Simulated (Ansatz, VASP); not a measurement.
# AlN in VASP and in Ansatz

```
CELL_PARAMETERS angstrom
3.26667 0.00000 0.00000
-1.63333 2.82902 0.00000
0.00000 0.00000 4.10469
ATOMIC_POSITIONS crystal
Al 0.33333 0.66667 0.25000
Al 0.66667 0.33333 0.75000
N 0.66667 0.33333 0.25000
N 0.33333 0.66667 0.75000
```

Change from the starting cell: hydrostatic strain -0.8%.

Alike in both runs: task single point; functional PBE; k mesh 12 × 12 × 6; occupations fermi-dirac, width 0.02 eV; no spin polarisation.

|  | VASP | Ansatz |
| --- | --- | --- |
| version | VASP 6.6.1 | Ansatz 0.2.0 |
| potentials or method | VASP PAW PBE potentials, release 64 (Al, N) | plane waves, PAW |
| plane-wave cutoff (eV) | 520 | 420 |
| valence electrons in the cell | 16 | 16 |

Ansatz gave:

* gap on the k mesh at the Fermi level (eV): 3.63
* pressure (GPa): 11.0
* largest component of the traceless stress (GPa): 0.56

Question: Estimate VASP's values.

Answer: gap on the k mesh at the Fermi level (eV): 3.64; pressure (GPa): 10.7; largest component of the traceless stress (GPa): 0.43.

A k mesh can miss the band edges.
